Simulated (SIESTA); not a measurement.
# WS2 under changes of volume

One of the cells (27.815 Å³/atom); the others are scaled copies at fixed shape and fractional positions:

```
CELL_PARAMETERS angstrom
3.18295 0.00000 0.00000
-1.59148 2.75652 0.00000
0.00000 0.00000 28.53222
ATOMIC_POSITIONS crystal
W 0.66667 0.33333 0.43436
W 0.66667 0.33333 0.88553
W 0.00000 0.00000 0.65929
S 0.66667 0.33333 0.60463
S 0.00000 0.00000 0.37971
S 0.00000 0.00000 0.83085
S 0.66667 0.33333 0.71395
S 0.00000 0.00000 0.48903
S 0.00000 0.00000 0.94019
```

```yaml
Program: SIESTA 5.4.2
Functional: PBEsol
Potentials_or_basis: PseudoDojo 0.4 standard (PBEsol files)
Basis: DZP (energy shift 0.003 Ry; two zetas on semicore shells)
Grid_cutoff: 800 Ry
Energy_shift: 0.003 Ry
k_mesh: 8 × 8 × 1
Occupations: fermi-dirac, width 0.05 eV
Spin: no spin polarisation
```

```tsv
volume (Å³/atom)	energy over the lowest point (meV/atom)	gap on the mesh (eV)	largest force (eV/Å)
26.146	39.71	1.56	1.631
26.703	17.43	1.56	1.170
27.259	?	?	?
27.815	0.00	1.54	0.350
28.372	3.04	1.53	0.062
28.928	12.90	1.52	0.400
29.484	28.81	1.51	0.713
```

Problem. What does the run at 27.259 Å³/atom give?

Solution. Energy over the lowest point 4.52 meV/atom; gap on the mesh 1.55 eV; largest force 0.745 eV/Å.

Worked out: A Birch-Murnaghan fit of order 3 (a polynomial in V^(-2/3)) to the other rows has its minimum at 27.86 Å³/atom with B0 = V·E''(V) = 108 GPa and B' = 4.3 at fixed shape and positions, which overstates the stiffness. It gives 4.52 meV/atom at 27.259 Å³/atom, against the run's 4.52. A straight line through the other rows of the gap, of slope -0.439 eV per unit of ln V, gives 1.55 eV, against the run's 1.55.

Energies are extrapolated to zero smearing.

Caveats: short orbitals over semicore shells can move pressures by several GPa; spin-orbit coupling is left out, which moves the levels of the heavy elements; the basis of atomic orbitals isn't converged, which shifts pressures, moduli and gaps.

A mesh can miss the band edges.
